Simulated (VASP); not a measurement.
# TaN (I4/mmm) in VASP: further runs

Runs on TaN. Level: LDA. Tasks: single point.

All numbers are computed with VASP 6.6.1; they aren't measurements. Logs are shortened: lines on timing, memory, paths and dates and some standing lists are left out, and cuts for length are marked.

### 1 The cell of the first run

It takes space group I4/mmm (No. 139, tetragonal). The conventional cell has a = 2.927 Å, b = 2.927 Å, c = 4.576 Å, α = 90.00°, β = 90.00°, γ = 90.00°. Ta (site symmetry 4/mmm) has 6 N at 2.07 to 2.29 Å as nearest neighbours. Around N (site symmetry 4/mmm) lie 6 Ta at 2.07 to 2.29 Å.

### 2 Single point, LDA (strain -0.050 along x and y, +0.050 along z, atoms carried along)

Input file INCAR:

```
SYSTEM = TaN
PREC = Accurate
ENCUT = 520
EDIFF = 1E-6
ISMEAR = 0
SIGMA = 0.15
LREAL = .FALSE.
LASPH = .TRUE.
NELM = 100
ALGO = Fast
ISIF = 2
LWAVE = .FALSE.
LCHARG = .FALSE.
NBANDS = 15
```

Input file KPOINTS:

```
regular mesh
0
G
  18 18 18
  0 0 0
```

Input file POSCAR:

```
TaN
1.0
    0.0000000000      2.0700500000      2.2879500000
    2.0700500000      0.0000000000      2.2879500000
    2.0700500000      2.0700500000      0.0000000000
Ta N
1 1
Direct
    0.5000000000      0.5000000000      0.5000000000
    0.0000000000      0.0000000000      0.0000000000
```

Potentials or basis: VASP PAW LDA potentials, release 64 (Ta_pv, N).

Started as:

```
$ cat potpaw_LDA.64/Ta_pv/POTCAR potpaw_LDA.64/N/POTCAR > POTCAR
$ mpirun -np 1 vasp_std > vasp.out
```

OUTCAR:

```text
SYSTEM = TaN
   PREC = Accurate
   ENCUT = 520
   EDIFF = 1E-6
   ISMEAR = 0
   LREAL = .FALSE.
   LASPH = .TRUE.
   NELM = 100
   ISIF = 2

 ion  position               nearest neighbor table
   1  0.500  0.500  0.500-   2 2.07   2 2.07   2 2.07   2 2.07   2 2.29   2 2.29
   2  0.000  0.000  0.000-   1 2.07   1 2.07   1 2.07   1 2.07   1 2.29   1 2.29

  LATTYP: Found a body centered tetragonal cell.
 ALAT       =     2.9274927848
 C/A-ratio  =     1.5630781479

  Lattice vectors:

 A1 = (  -2.0700500000,   0.0000000000,   2.2879500000)
 A2 = (   2.0700500000,   0.0000000000,   2.2879500000)
 A3 = (   0.0000000000,   2.0700500000,  -2.2879500000)

Analysis of symmetry for initial positions (statically):
=====================================================================
 Subroutine PRICEL returns:
 Original cell was already a primitive cell.

 Routine SETGRP: Setting up the symmetry group for a
 body centered tetragonal supercell.

 Subroutine GETGRP returns: Found 16 space group operations
 (whereof 16 operations were pure point group operations)
 out of a pool of 16 trial point group operations.

The static configuration has the point symmetry D_4h.

Analysis of symmetry for dynamics (positions and initial velocities):
=====================================================================
 Subroutine PRICEL returns:
 Original cell was already a primitive cell.

 Routine SETGRP: Setting up the symmetry group for a
 body centered tetragonal supercell.

 Subroutine GETGRP returns: Found 16 space group operations
 (whereof 16 operations were pure point group operations)
 out of a pool of 16 trial point group operations.

The dynamic configuration has the point symmetry D_4h.

 Subroutine INISYM returns: Found 16 space group operations
 (whereof 16 operations are pure point group operations),
 and found     1 'primitive' translations

----------------------------------------------------------------------------------------

                                     Primitive cell

  volume of cell :      19.6082

  direct lattice vectors                    reciprocal lattice vectors
     0.000000000  2.070050000  2.287950000    -0.241540059  0.241540059  0.218536244
     2.070050000  0.000000000  2.287950000     0.241540059 -0.241540059  0.218536244
     2.070050000  2.070050000  0.000000000     0.241540059  0.241540059 -0.218536244

  length of vectors
     3.085420912  3.085420912  2.927492785     0.405513613  0.405513613  0.405513613

  position of ions in fractional coordinates (direct lattice)
     0.500000000  0.500000000  0.500000000
     0.000000000  0.000000000  0.000000000

  ion indices of the primitive-cell ions
   primitive index   ion index
                 1           1
                 2           2

----------------------------------------------------------------------------------------

 KPOINTS: regular mesh

Automatic generation of k-mesh.
 Grid dimensions read from file:
 generate k-points for:   18   18   18

 Generating k-lattice:

  Cartesian coordinates                     Fractional coordinates (reciprocal lattice)
    -0.013418892  0.013418892  0.012140902     0.055555556  0.000000000  0.000000000
     0.013418892 -0.013418892  0.012140902     0.000000000  0.055555556  0.000000000
     0.013418892  0.013418892 -0.012140902     0.000000000  0.000000000  0.055555556

  Length of vectors
     0.022528534  0.022528534  0.022528534

  Shift w.r.t. Gamma in fractional coordinates (k-lattice)
     0.000000000  0.000000000  0.000000000

 Subroutine IBZKPT returns following result:
 ===========================================

 Found    480 irreducible k-points:

 Following reciprocal coordinates:
            Coordinates               Weight
  0.000000  0.000000  0.000000      1.000000
  0.055556  0.000000  0.000000      8.000000
  0.111111  0.000000  0.000000      8.000000
  0.166667 -0.000000  0.000000      8.000000
  0.222222  0.000000  0.000000      8.000000
  0.277778  0.000000  0.000000      8.000000
[... 16 lines left out ...]
 -0.277778  0.055556  0.000000      8.000000
 -0.222222  0.055556  0.000000      8.000000
 [... further k-points ...]
   k-points           NKPTS =    480   k-points in BZ     NKDIM =    480   number of bands    NBANDS=     15
   number of dos      NEDOS =    301   number of ions     NIONS =      2
   total plane-waves  NPLWV =  13824
   dimension x,y,z NGX =    24 NGY =   24 NGZ =   24
   dimension x,y,z NGXF=    48 NGYF=   48 NGZF=   48
   ions per type =               1   1
   NGX,Y,Z   is equivalent  to a cutoff of  12.93, 12.93, 13.63 a.u.
   NGXF,Y,Z  is equivalent  to a cutoff of  25.86, 25.86, 27.26 a.u.
 SYSTEM =  TaN
   PREC   = accura    normal or accurate (medium, high low for compatibility)
   ISTART =      0    job   : 0-new  1-cont  2-samecut
   ICHARG =      2    charge: 1-file 2-atom 10-const
   ISPIN  =      1    spin polarized calculation?
   LNONCOLLINEAR =      F non collinear calculations
   LSORBIT =      F    spin-orbit coupling
   LASPH  =      T    aspherical Exc in radial PAW
   ENCUT  =  520.0 eV  38.22 Ry    6.18 a.u.   5.74  5.74  5.44*2*pi/ulx,y,z
   NELM   =    100;   NELMIN=  2; NELMDL= -5     # of ELM steps
   EDIFF  = 0.1E-05   stopping-criterion for ELM
   LREAL  =      F    real-space projection
   EDIFFG = 0.1E-04   stopping-criterion for IOM
   NSW    =      0    number of steps for IOM
   IBRION =     -1    ionic relax: 0-MD 1-quasi-New 2-CG
   NFREE  =      0    steps in history (QN), initial steepest desc. (CG)
   ISIF   =      2    stress and relaxation
   ISYM   =      2    0-nonsym 1-usesym 2-fastsym
   POTIM  = 0.5000    time-step for ionic-motion
   TEBEG  =    0.0;   TEEND  =   0.0 temperature during run
   PSTRESS=    0.0 pullay stress
   NELECT =      16.0000    total number of electrons
   NUPDOWN=      -1.0000    fix difference up-down
   EMIN   =  10.00;   EMAX   =-10.00  energy-range for DOS
   EFERMI =   0.00;   METHOD = LEGACY
   ISMEAR =     0;   SIGMA  =   0.15  broadening in eV -4-tet -1-fermi 0-gaus
   EFERMI_NEDOS =   21; number of points for ismear=-14 and -15
   IALGO  =     68    algorithm
   IMIX   =      4    mixing-type and parameters
     AMIX     =   0.40;   BMIX     =  1.00
     AMIX_MAG =   1.60;   BMIX_MAG =  1.00
  volume/ion in A,a.u.               =       9.80        66.16
  Fermi-wavevector in a.u.,A,eV,Ry     =   1.529803  2.890908 31.841665  2.340296
  Thomas-Fermi vector in A             =   2.637373
   LORBIT       =      0    0 simple, 1 ext, 2 COOP (PROOUT), +10 PAW based schemes
   GGA     = CA    functional components
   LHFCALC =     F    Hartree Fock is set to
   AEXX    =    0.0000 exact exchange contribution
   IVDW    =     0    specifies the selected vdW correction
   LEPSILON=     F    determine dielectric tensor
   LRPA    =     F    only Hartree local field effects (RPA)
 non-spin polarized calculation
 RMM-DIIS sequential band-by-band and
 Gauss-broadening in eV      SIGMA  =   0.15
  energy-cutoff  :      520.00
  volume of cell :       19.61
 maximum number of plane-waves:       549
   NGX = 11   NGY = 11   NGZ = 11

 number of electron      15.9999997 magnetization

 Free energy of the ion-electron system (eV)
  ---------------------------------------------------
  ext. energy  EPLUGINS =         0.00000000
  ---------------------------------------------------
  free energy    TOTEN  =       -23.79362983 eV

  energy without entropy =      -23.78466532  energy(sigma->0) =      -23.78914757

 E-fermi :  10.2890     XC(G=0): -14.0887

 val. band max:       10.2834330617   @ k =  -0.2778   0.1111   0.3333
 cond. band min:      10.2989721837   @ k =  -0.4444   0.3333   0.2222
 fundamental gap:      0.0155391220
 Fermi energy:        10.2890183365

 k-point     1 :       0.0000    0.0000    0.0000
  band No.  band energies     occupation
      1     -25.0317      2.00000
      2     -25.0040      2.00000
      3     -25.0040      2.00000
      4      -8.9667      2.00000
      5       6.0110      2.00000
      6       6.5310      2.00000
      7       6.5310      2.00000
      8       7.1198      2.00000
      9       8.5201      2.00000
     10       8.5201      2.00000
     11       8.7321      2.00000
     12      11.1410      0.00000
     13      13.9493      0.00000
     14      19.9852      0.00000
     15      22.0082      0.00000

 k-point     2 :       0.0556    0.0000    0.0000
  band No.  band energies     occupation
      1     -25.0557      2.00000
      2     -25.0267      2.00000
      3     -25.0045      2.00000
      4      -8.8736      2.00000
      5       5.6311      2.00000
      6       6.0309      2.00000
      7       6.2199      2.00000
      8       7.4721      2.00000
      9       8.6236      2.00000
     10       8.6298      2.00000
     11       9.1211      2.00000
     12      11.5277      0.00000
     13      14.1658      0.00000
     14      20.2470      0.00000
     15      22.0082      0.00000

 k-point     3 :       0.1111    0.0000    0.0000
  band No.  band energies     occupation
      1     -25.1680      2.00000
      2     -25.0472      2.00000
      3     -25.0059      2.00000
      4      -8.6035      2.00000
      5       4.8138      2.00000
      6       5.2283      2.00000
      7       5.5234      2.00000
      8       7.9792      2.00000
      9       8.8316      2.00000
     10       8.8910      2.00000
     11      10.0203      1.98872
     12      12.4863      0.00000
     13      14.7484      0.00000
     14      20.9856      0.00000
     15      22.0080      0.00000
[... 343 lines left out ...]
 k-point    23 :      -0.2778    0.0556    0.0000
  band No.  band energies     occupation
      1     -25.8654      2.00000
      2     -25.1695      2.00000
      3     -24.9973      2.00000
      4      -6.6594      2.00000
      5       1.3501      2.00000
      6       2.8770      2.00000
      7       2.9791      2.00000
      8      10.0008      1.99342
      9      10.4461      0.13858
     10      11.2920      0.00000
     11      12.8103      0.00000
     12      17.5543      0.00000
     13      17.7314      0.00000
     14      22.0011      0.00000
     15      23.5489      0.00000

 k-point    24 :      -0.2222    0.0556    0.0000
  band No.  band energies     occupation
      1     -25.6689      2.00000
      2     -25.1361      2.00000
      3     -24.9933      2.00000
      4      -7.2748      2.00000
      5       2.3186      2.00000
      6       3.4163      2.00000
      7       3.5329      2.00000
      8       9.4975      2.00000
      9       9.8329      1.99998
     10      10.3474      0.58200
     11      11.7293      0.00000
     12      16.4010      0.00000
     13      17.1009      0.00000
     14      22.0051      0.00000
     15      23.4841      0.00000

 [... further k-points ...]
[... 5 lines left out ...]
  --------------------------------------------------------------------------------------
  -------------------------------------------------------------------------------------
  Total        6.5291165      6.5291165     -1.1824212      0.0000000      0.0000000      0.0000000
  in kB      533.4906387    533.4906387    -96.6150045      0.0000000      0.0000000      0.0000000
  external PRESSURE =     323.4554243 kB  Pullay stress =       0.0000000 kB

 VOLUME and BASIS-vectors are now :
 -----------------------------------------------------------------------------
  energy-cutoff  :      520.00
  volume of cell :       19.61
      direct lattice vectors                 reciprocal lattice vectors
     0.000000000  2.070050000  2.287950000    -0.241540059  0.241540059  0.218536244
     2.070050000  0.000000000  2.287950000     0.241540059 -0.241540059  0.218536244
     2.070050000  2.070050000  0.000000000     0.241540059  0.241540059 -0.218536244

 POSITION                                       TOTAL-FORCE (eV/Angst)
 -----------------------------------------------------------------------------------
      2.07005      2.07005      2.28795        -0.000000      0.000000     -0.000000
      0.00000      0.00000      0.00000         0.000000     -0.000000      0.000000
 -----------------------------------------------------------------------------------
    total drift:                                0.000000     -0.000000     -0.000000

  FREE ENERGIE OF THE ION-ELECTRON SYSTEM (eV)
  ---------------------------------------------------
  free  energy   TOTEN  =       -23.7936298284 eV

  energy  without entropy=      -23.7846653184  energy(sigma->0) =      -23.78914757
```

Run time: 1.9 min. Hardware: 1 thread of Intel Xeon Platinum 8259CL at 2.50GHz (Skylake/Cascade Lake), shared host; peak memory 0.25 GiB.

Results:

* Free energy: -23.7936 eV
* Pressure: 32.3 GPa
* Band gap on the k mesh: none (metal or under the smearing width)

Stress tensor (GPa, compression positive):
```
53.35  0.00  0.00
 0.00 53.35  0.00
 0.00  0.00 -9.66
```

Caveat: so large a pressure means that the cell lies far from this level's equilibrium, or that cutoff or potentials fall short. The run has no spin-orbit coupling, so splittings on Ta are missing.

### 3 Single point, LDA (strain +0.000 along x and y, -0.050 along z, atoms carried along)

Input file INCAR:

```
ALGO = Fast
EDIFF = 1E-6
ENCUT = 520
GGA = CA
ISIF = 2
ISMEAR = 0
LASPH = T
LCHARG = T
LELF = T
LREAL = F
LVHAR = T
LWAVE = F
NBANDS = 15
NELM = 100
PREC = Accurate
SIGMA = 0.15
```

Input file KPOINTS:

```
k-points
0
Gamma
  18 18 18
```

Input file POSCAR:

```
TaN
1.0
    0.0000000000      2.1790000000      2.0700500000
    2.1790000000      0.0000000000      2.0700500000
    2.1790000000      2.1790000000      0.0000000000
Ta N
1 1
Direct
    0.5000000000      0.5000000000      0.5000000000
    0.0000000000      0.0000000000      0.0000000000
```

Potentials or basis: VASP PAW LDA potentials, release 64 (Ta_pv, N).

Started as:

```
$ cat potpaw_LDA.64/Ta_pv/POTCAR potpaw_LDA.64/N/POTCAR > POTCAR
$ mpirun -np 1 vasp_std > vasp.out
```

Wall time 1.9 min (1 thread of Intel Xeon Platinum 8259CL at 2.50GHz (Skylake/Cascade Lake), shared host); peak memory 0.25 GiB.

The run converged. Its results:

```yaml
Free_energy: -23.9932 eV
Pressure: 23.7 GPa
Band_gap_on_the_k_mesh: none (metal or under the smearing width)
```

Stress tensor (GPa, compression positive):
```
 7.74  0.00  0.00
 0.00  7.74  0.00
 0.00  0.00 55.65
```

Levels at points of the mesh, in eV from the Fermi level:
| k point | band 5 | band 6 | band 7 | band 8 | band 9 | band 10 | band 11 | band 12 |
| --- | --- | --- | --- | --- | --- | --- | --- | --- |
| (0.00, 0.00, 0.00) | -4.10 | -4.10 | -3.76 | -2.56 | -2.56 | -1.90 | -0.38 | -0.06 |
| (0.50, 0.00, 0.00) | -10.99 | -8.20 | -8.17 | 1.86 | 2.39 | 2.41 | 4.19 | 7.69 |
| (0.50, 0.50, 0.00) | -6.20 | -6.10 | -4.92 | -4.92 | 2.38 | 3.99 | 3.99 | 5.61 |
| (0.50, 0.00, 0.50) | -6.86 | -5.98 | -4.80 | -4.45 | 2.13 | 3.63 | 4.32 | 5.60 |

Caveat: so large a pressure means that the cell lies far from this level's equilibrium, or that cutoff or potentials fall short. The run has no spin-orbit coupling, so splittings on Ta are missing.
